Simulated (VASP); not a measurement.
# CeO (R-3m) in VASP: notebook, part 2 of 2

VASP 6.6.1.

## 3. Single point, LDA, collinear spin, zero start

This run uses another cell than the first one: it holds 2 atoms, not 4.

Contents of INCAR:

```
ALGO = Normal
EDIFF = 1E-6
ENCUT = 520
GGA = CA
ISIF = 2
ISMEAR = 0
ISPIN = 2
LASPH = True
LCHARG = True
LELF = True
LMAXMIX = 6
LORBIT = 11
LREAL = False
LVHAR = True
LWAVE = False
MAGMOM = 0 0
NBANDS = 20
NELM = 150
PREC = Accurate
SIGMA = 0.05
```

Contents of KPOINTS:

```
k-points
0
Gamma
  9 9 9
```

Contents of POSCAR:

```
CeO
1.0
    1.2318552300      0.7112119500      3.9303922000
   -1.2318552300      0.7112119500      3.9303922000
    0.0000000000     -1.4224239000      3.9303922000
Ce O
1 1
Direct
    0.5000000000      0.5000000000      0.5000000000
    0.0000000000      0.0000000000      0.0000000000
```

Potentials or basis: VASP PAW LDA potentials, release 64 (Ce, O).

Run with:

```
$ cat potpaw_LDA.64/Ce/POTCAR potpaw_LDA.64/O/POTCAR > POTCAR
$ mpirun -np 1 vasp_std > vasp.out
```

Run time: 3 min. Hardware: 1 thread of Intel Xeon Platinum 8488C (Sapphire Rapids), shared host; peak memory 0.22 GiB.

Results (log left out):

```
Free energy                                           : -12.4607 eV
Pressure                                              : 110.9 GPa
Band gap on the k mesh                                : none (metal or under the smearing width)
Net moment                                            : 0.00 μB per cell
Valence electrons inside the program's atomic spheres : Ce 11.64; O 4.97
```

Stress tensor (GPa, compression positive):
```
192.35   0.00   0.00
  0.00 192.35   0.00
  0.00   0.00 -52.12
```

Levels at points of the mesh, in eV from the Fermi level:
Spin up:
| k point | band 6 | band 7 | band 8 | band 9 | band 10 | band 11 | band 12 | band 13 |
| --- | --- | --- | --- | --- | --- | --- | --- | --- |
| (0.00, 0.00, 0.00) | -2.70 | -1.15 | -0.75 | -0.75 | 0.44 | 1.54 | 1.54 | 1.98 |
Spin down:
```
           k point  band 5  band 6  band 7  band 8  band 9  band 10  band 11  band 12  band 13  band 14
(0.00, 0.00, 0.00)  -10.10   -2.70   -1.15   -0.75   -0.75     0.44     1.54     1.54     1.98     2.59
```

Caveat: the magnetic or orbital state may not be the lowest; a pressure of tens of GPa on the cell as given is suspect, and the run, the potentials or the cell itself is likely at fault; spin-orbit coupling is left out, which moves the levels of the heavy elements; without U or exact exchange the open f shell lies at the Fermi level, which spoils levels, moments and volumes. With open d or f shells a metallic result of LDA can be an artefact of self-interaction; +U or a hybrid may open a gap.

## 4. Single point, LDA, collinear spin, random start

This run uses another cell than the first one: it holds 2 atoms, not 4.

Changes to INCAR since step 3:

```diff
@@ -15,5 +15,4 @@
 LWAVE = False
-MAGMOM = 0 0
-NBANDS = 20
-NELM = 150
+MAGMOM = 0.86 0
+NELM = 120
 PREC = Accurate
```

KPOINTS is that of step 3.

POSCAR is that of step 3.

Potentials or basis: VASP PAW LDA potentials, release 64 (Ce, O).

Run with:

```
$ cat potpaw_LDA.64/Ce/POTCAR potpaw_LDA.64/O/POTCAR > POTCAR
$ mpirun -np 1 vasp_std > vasp.out
```

OUTCAR:

```text
EDIFF = 1E-6
   ENCUT = 520
   GGA = CA
   ISIF = 2
   ISMEAR = 0
   ISPIN = 2
   LASPH = True
   LORBIT = 11
   LREAL = False
   NELM = 120
   PREC = Accurate

 ion  position               nearest neighbor table
   1  0.500  0.500  0.500-   2 2.43   2 2.43   2 2.43   2 2.43   2 2.43   2 2.43
   2  0.000  0.000  0.000-   1 2.43   1 2.43   1 2.43   1 2.43   1 2.43   1 2.43

  LATTYP: Found a trigonal (rhomboedric) cell.
 ALAT       =     4.1798651403
 COS(alpha) =     0.8262900079

[... 989 lines left out ...]

 VOLUME and BASIS-vectors are now :
 -----------------------------------------------------------------------------
  energy-cutoff  :      520.00
  volume of cell :       20.66
      direct lattice vectors                 reciprocal lattice vectors
     1.231855230  0.711211950  3.930392200     0.405891851  0.234341769  0.084809178
    -1.231855230  0.711211950  3.930392200    -0.405891851  0.234341769  0.084809178
     0.000000000 -1.422423900  3.930392200     0.000000000 -0.468683538  0.084809178

 POSITION                                       TOTAL-FORCE (eV/Angst)
 -----------------------------------------------------------------------------------
      0.00000      0.00000      5.89559        -0.000000      0.000000      0.000000
      0.00000      0.00000      0.00000         0.000000     -0.000000     -0.000000
 -----------------------------------------------------------------------------------
    total drift:                               -0.000000     -0.000000      0.000000

  FREE ENERGIE OF THE ION-ELECTRON SYSTEM (eV)
  ---------------------------------------------------
  free  energy   TOTEN  =       -12.4607322911 eV

  energy  without entropy=      -12.4569193784  energy(sigma->0) =      -12.45882583

 total charge

# of ion       s       p       d       f       tot
--------------------------------------------------
    1        2.091   5.682   2.112   1.751  11.637
    2        1.576   3.399   0.000   0.000   4.975
--------------------------------------------------
tot          3.667   9.081   2.112   1.751  16.612

 magnetization (x)

# of ion       s       p       d       f       tot
--------------------------------------------------
    1       -0.000   0.000  -0.000  -0.000  -0.000
    2       -0.000   0.000   0.000   0.000   0.000
--------------------------------------------------
tot         -0.000   0.000  -0.000  -0.000  -0.000
```

Run time: 2.4 min. Hardware: 1 thread of Intel Xeon Platinum 8488C (Sapphire Rapids), shared host; peak memory 0.21 GiB.

What came out:

| Quantity | Value |
| --- | --- |
| Free energy | -12.4607 eV |
| Pressure | 110.8 GPa |
| Band gap on the k mesh | none (metal or under the smearing width) |
| Net moment | 0.00 μB per cell |
| Valence electrons inside the program's atomic spheres | Ce 11.64; O 4.97 |

Caveat: the magnetic or orbital state may not be the lowest; a pressure of tens of GPa on the cell as given is suspect, and the run, the potentials or the cell itself is likely at fault; spin-orbit coupling is left out, which moves the levels of the heavy elements; without U or exact exchange the open f shell lies at the Fermi level, which spoils levels, moments and volumes.

## 5. The runs side by side

| spin | k mesh | supercell matrix | gap on the mesh (eV) | pressure (GPa) | moment (μB) |
| --- | --- | --- | --- | --- | --- |
| collinear, antiferromagnetic start | 5 × 8 × 9 | [1, 1, 0, -1, 1, 0, 0, 0, 1] | none | 112.2 | 0.00 |
| collinear, zero start | 9 × 9 × 9 | - | none | 110.9 | 0.00 |
| collinear, random start | 9 × 9 × 9 | - | none | 110.8 | 0.00 |

Alike in all rows: task single point; level LDA; potentials or basis VASP PAW LDA potentials, release 64 (Ce, O); cell as given; cutoff (eV) 520; smearing gaussian 0.05 eV.

Every run on the cell as given and a fine mesh finds a metal.

Caveats: the magnetic or orbital state may not be the lowest; a pressure of tens of GPa on the cell as given is suspect, and the run, the potentials or the cell itself is likely at fault; spin-orbit coupling is left out, which moves the levels of the heavy elements; without U or exact exchange the open f shell lies at the Fermi level, which spoils levels, moments and volumes.

Absolute energies hang on the potentials; compare differences alone.
